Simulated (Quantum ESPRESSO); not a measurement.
Crystal: PbS (Galena).

```xyz
2
Lattice="0.0000 2.9657 2.9657 2.9657 0.0000 2.9657 2.9657 2.9657 0.0000" Properties=species:S:1:pos:R:3 pbc="T T T"
Pb    0.0000    0.0000    0.0000
S     2.9657    2.9657    2.9657
```

| Item | Value |
| --- | --- |
| Program | Quantum ESPRESSO 7.5 |
| Task | phonons |
| Functional | PBE |
| Potentials or basis | PseudoDojo 0.4.1 SR PBE standard |
| Cutoff | 762 eV |
| Density cutoff | 3048 eV |
| k mesh | 4 × 4 × 4, shifted |
| Occupations | fermi-dirac, width 0.05 eV |
| Spin | no spin polarisation |
| Mixing beta | 0.5 |
| Most SCF iterations | 120 |
| SCF threshold | 4e-10 Ry |

The cell and the atoms were relaxed first, to 27.06 Å³/atom (a = 4.246 Å, b = 4.246 Å, c = 4.246 Å, α = 60.00°, β = 60.00°, γ = 60.00°), and the response was taken there.

The first run showed a gap, so the response started from a second, tighter run with fixed occupations.

Problem. Where do the zone-centre optical modes lie?

Solution. T1u at 61 cm⁻¹ (IR). Polar modes are given without the macroscopic field (transverse values).

Optical modes at Γ, degenerate ones joined, polar ones without the macroscopic field:
```
cm⁻¹  components  symmetry  active in  IR intensity, summed ((D/Å)²/amu)
  61           3       T1u         IR                              44.33
```
